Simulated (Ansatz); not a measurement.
## Piezoelectric tensor of AlAs

Computed with Ansatz 0.2.0, DFT PBE0, scalar-relativistic, plane waves, PAW. Cutoff 420 eV, 6×6×6 k-points (Γ-centred), fixed occupations. No spin polarisation.

The cell is fixed (symmetry leaves no force on the atoms) and stands under -0.1 GPa:
```xyz
2
Lattice="0.0000 2.8410 2.8410 2.8410 0.0000 2.8410 2.8410 2.8410 0.0000" Properties=species:S:1:pos:R:3 pbc="T T T"
Al    0.0000    0.0000    0.0000
As    1.4205    1.4205    1.4205
```

The cell is the ideal cubic zincblende prototype.

(1) Give the relaxed-ion proper piezoelectric stress tensor e_iJ (C/m², Voigt columns xx yy zz yz xz xy).

(2) With the elastic constants (GPa, Voigt order)
C11 = 117.5, C12 = 55.7, C13 = 55.7, C22 = 117.5, C23 = 55.7, C33 = 117.5, C44 = 57.5, C55 = 57.5, C66 = 57.5 GPa; the others vanish.
find the strain coefficients d = e·C⁻¹ (pC/N).

Answers

(1)
```
x    0.000  0.000  0.000 -0.058  0.000  0.000
y    0.000  0.000  0.000  0.000 -0.058  0.000
z    0.000  0.000  0.000  0.000  0.000 -0.058
```
Signs follow the orientation of the cell as given.

(2)
```
x    0.00  0.00  0.00 -1.00  0.00  0.00
y    0.00  0.00  0.00  0.00 -1.00  0.00
z    0.00  0.00  0.00  0.00  0.00 -1.00
```

Cost: 1 run of about 44 core-minutes, on Intel Xeon Platinum 8375C (Ice Lake) (shared hosts).